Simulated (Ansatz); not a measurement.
BaTiO3 and the effect of the strain (εxx = s, εyy = s)

```
Ba Ti O
1.0
     2.82737    1.63238    2.31839
    -2.82737    1.63238    2.31839
     0.00000   -3.26476    2.31839
Ba Ti O
1 1 3
Cartesian
  0.0000 0.0000 0.0000
  0.0000 0.0000 3.3698
  1.3885 -0.8017 2.3988
  -1.3885 -0.8017 2.3988
  0.0000 1.6033 2.3988
```

The cell comes from a database or a generator and needn't be the form met in nature.

Kept alike: task band structure; functional PBEsol; k mesh 6 × 6 × 6; occupations fermi-dirac, width 0.05 eV; no spin polarisation. Program: Ansatz, Ansatz PAW, cutoff 420 eV. The mesh is that of the run's cell of 5 atoms. No spin-orbit coupling.

| run | band gap (eV) | free energy over the lowest row (meV/atom) |
| --- | --- | --- |
| A | 2.392 | 0.00 |
| B | 2.446 | 1.58 |
| C | 2.135 | 57.11 |
| D | 2.271 | 16.86 |
| E | 2.485 | 10.54 |
| F | 2.333 | 5.27 |
| G | 2.545 | 53.26 |

The cell shown is the unstrained one; x, y and z are its Cartesian axes; atoms keep their fractions. Gaps are the smaller of the mesh's and the band path's. All rows use potentials made for PBE.

**Question.** The runs differ in the strain (εxx = s, εyy = s) alone: -0.04; -0.02; -0.01; 0; 0.01; 0.02; 0.04. Which run is which?

**Answer.** Run A is 0; run B is -0.01; run C is 0.04; run D is 0.02; run E is -0.02; run F is 0.01; run G is -0.04. The band gap falls from 2.545 to 2.135 eV between -0.04 and 0.04. That is -0.054 eV for each per cent of strain near s = 0. The free energy is lowest at 0, and 57.11 meV an atom higher at 0.04.
